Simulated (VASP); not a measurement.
# InPd (Pm-3m) in VASP: further runs, part 2 of 2

VASP 6.6.1.

### Step 4. Single point, PBE

This run uses another cell than the first one, of 17.51 Å³/atom, 0.969 times its volume.

INCAR

```
PREC = Accurate
ENCUT = 520
EDIFF = 1E-6
ISMEAR = 0
SIGMA = 0.1
LREAL = False
LASPH = True
NELM = 100
ALGO = Normal
ISIF = 2
LWAVE = False
LCHARG = True
GGA = PE
LELF = True
LVHAR = True
NBANDS = 18
```

KPOINTS

```
Automatic mesh
0
Gamma
  6 6 6
```

POSCAR

```
InPd
1.0
    3.2718846800      0.0000000000      0.0000000000
    0.0000000000      3.2718846800      0.0000000000
    0.0000000000      0.0000000000      3.2718846800
In Pd
1 1
Direct
    0.0000000000      0.0000000000      0.0000000000
    0.5000000000      0.5000000000      0.5000000000
```

Potentials or basis: VASP PAW PBE potentials, release 64 (In_d, Pd).

On the command line:

```sh
$ cat potpaw_PBE.64/In_d/POTCAR potpaw_PBE.64/Pd/POTCAR > POTCAR
$ mpirun -np 1 vasp_std > vasp.out
```

OUTCAR:

```text
PREC = Accurate
   ENCUT = 520
   EDIFF = 1E-6
   ISMEAR = 0
   LREAL = False
   LASPH = True
   NELM = 100
   ISIF = 2
   GGA = PE

 ion  position               nearest neighbor table
   1  0.000  0.000  0.000-   2 2.83   2 2.83   2 2.83   2 2.83   2 2.83   2 2.83   2 2.83   2 2.83

   2  0.500  0.500  0.500-   1 2.83   1 2.83   1 2.83   1 2.83   1 2.83   1 2.83   1 2.83   1 2.83

  LATTYP: Found a simple cubic cell.
 ALAT       =     3.2718846800

  Lattice vectors:

 A1 = (   3.2718846800,   0.0000000000,   0.0000000000)
 A2 = (   0.0000000000,   3.2718846800,   0.0000000000)
 A3 = (   0.0000000000,   0.0000000000,   3.2718846800)

Analysis of symmetry for initial positions (statically):
=====================================================================
 Subroutine PRICEL returns:
 Original cell was already a primitive cell.

 Routine SETGRP: Setting up the symmetry group for a
 simple cubic supercell.

 Subroutine GETGRP returns: Found 48 space group operations
 (whereof 48 operations were pure point group operations)
 out of a pool of 48 trial point group operations.

The static configuration has the point symmetry O_h .

Analysis of symmetry for dynamics (positions and initial velocities):
=====================================================================
 Subroutine PRICEL returns:
 Original cell was already a primitive cell.

 Routine SETGRP: Setting up the symmetry group for a
 simple cubic supercell.

 Subroutine GETGRP returns: Found 48 space group operations
 (whereof 48 operations were pure point group operations)
 out of a pool of 48 trial point group operations.

The dynamic configuration has the point symmetry O_h .

 Subroutine INISYM returns: Found 48 space group operations
 (whereof 48 operations are pure point group operations),
 and found     1 'primitive' translations

----------------------------------------------------------------------------------------

                                     Primitive cell
[... 104 lines left out ...]
   IMIX   =      4    mixing-type and parameters
     AMIX     =   0.40;   BMIX     =  1.00
     AMIX_MAG =   1.60;   BMIX_MAG =  1.00
  volume/ion in A,a.u.               =      17.51       118.18
  Fermi-wavevector in a.u.,A,eV,Ry     =   1.422938  2.688964 27.548449  2.024754
  Thomas-Fermi vector in A             =   2.543589
   LORBIT       =      0    0 simple, 1 ext, 2 COOP (PROOUT), +10 PAW based schemes
   GGA     = PE    functional components
   LHFCALC =     F    Hartree Fock is set to
   AEXX    =    0.0000 exact exchange contribution
   IVDW    =     0    specifies the selected vdW correction
   LEPSILON=     F    determine dielectric tensor
   LRPA    =     F    only Hartree local field effects (RPA)
 non-spin polarized calculation
 Gauss-broadening in eV      SIGMA  =   0.10
  energy-cutoff  :      520.00
  volume of cell :       35.03
 maximum number of plane-waves:       968
   NGX = 13   NGY = 13   NGZ = 13

 number of electron      22.9999997 magnetization

 Free energy of the ion-electron system (eV)
  ---------------------------------------------------
  ext. energy  EPLUGINS =         0.00000000
  ---------------------------------------------------
  free energy    TOTEN  =        -8.70731249 eV

  energy without entropy =       -8.70489955  energy(sigma->0) =       -8.70610602

 E-fermi :  10.5225     XC(G=0): -12.2314

 val. band max:       10.4361719672   @ k =   0.5000   0.5000   0.5000
 cond. band min:      10.6262163531   @ k =   0.5000   0.3333   0.3333
 fundamental gap:      0.1900443858
 Fermi energy:        10.5225354374

 k-point     1 :       0.0000    0.0000    0.0000
  band No.  band energies     occupation
      1      -4.4420      2.00000
      2      -4.4420      2.00000
      3      -4.0334      2.00000
      4      -4.0334      2.00000
      5      -4.0334      2.00000
      6       0.4355      2.00000
[... 397 lines left out ...]
      5      -3.8202      2.00000
      6       5.6083      2.00000
[... 10 lines left out ...]
     17      14.8803      0.00000
     18      16.1852      0.00000

------------------------ aborting loop because EDIFF is reached ----------------------------------------

  FORCE on cell =-STRESS in cart. coord.  units (eV):
  Direction    XX          YY          ZZ          XY          YZ          ZX
  --------------------------------------------------------------------------------------
  -------------------------------------------------------------------------------------
  Total        0.8679010      0.8679010      0.8679010      0.0000000      0.0000000     -0.0000000
  in kB       39.6996639     39.6996639     39.6996639      0.0000000      0.0000000     -0.0000000
  external PRESSURE =      39.6996639 kB  Pullay stress =       0.0000000 kB

 VOLUME and BASIS-vectors are now :
 -----------------------------------------------------------------------------
  energy-cutoff  :      520.00
  volume of cell :       35.03
      direct lattice vectors                 reciprocal lattice vectors
     3.271884680  0.000000000  0.000000000     0.305634244  0.000000000  0.000000000
     0.000000000  3.271884680  0.000000000     0.000000000  0.305634244  0.000000000
     0.000000000  0.000000000  3.271884680     0.000000000  0.000000000  0.305634244

 POSITION                                       TOTAL-FORCE (eV/Angst)
 -----------------------------------------------------------------------------------
      0.00000      0.00000      0.00000         0.000000      0.000000      0.000000
      1.63594      1.63594      1.63594         0.000000      0.000000      0.000000
 -----------------------------------------------------------------------------------
    total drift:                                0.000000      0.000000     -0.000000

  FREE ENERGIE OF THE ION-ELECTRON SYSTEM (eV)
  ---------------------------------------------------
  free  energy   TOTEN  =        -8.7073124921 eV

  energy  without entropy=       -8.7048995507  energy(sigma->0) =       -8.70610602
```

Wall time 7.6 s (1 thread of Intel Xeon 6975P-C (Granite Rapids), shared host); peak memory 0.14 GiB.

Results:

```
Free energy            : -8.7073 eV
Pressure               : 4.0 GPa
Band gap on the k mesh : none (metal or under the smearing width)
```

### Step 5. Overview

```csv
task,cell,k mesh,cutoff (eV),gap on the mesh (eV),pressure (GPa)
single point,"Pm-3m, 18.07 Å³/atom",18 × 18 × 18,520,none,0.0
relaxation of cell and atoms,relaxed,18 × 18 × 18,600,none,0.0
single point,"Pm-3m, 17.51 Å³/atom",6 × 6 × 6,520,none,4.0
```

Alike in all rows: level PBE; potentials or basis VASP PAW PBE potentials, release 64 (In_d, Pd); no spin polarisation; smearing gaussian 0.1 eV.

Total energies depend on the potentials used, so only differences within one code and one set of settings carry meaning.
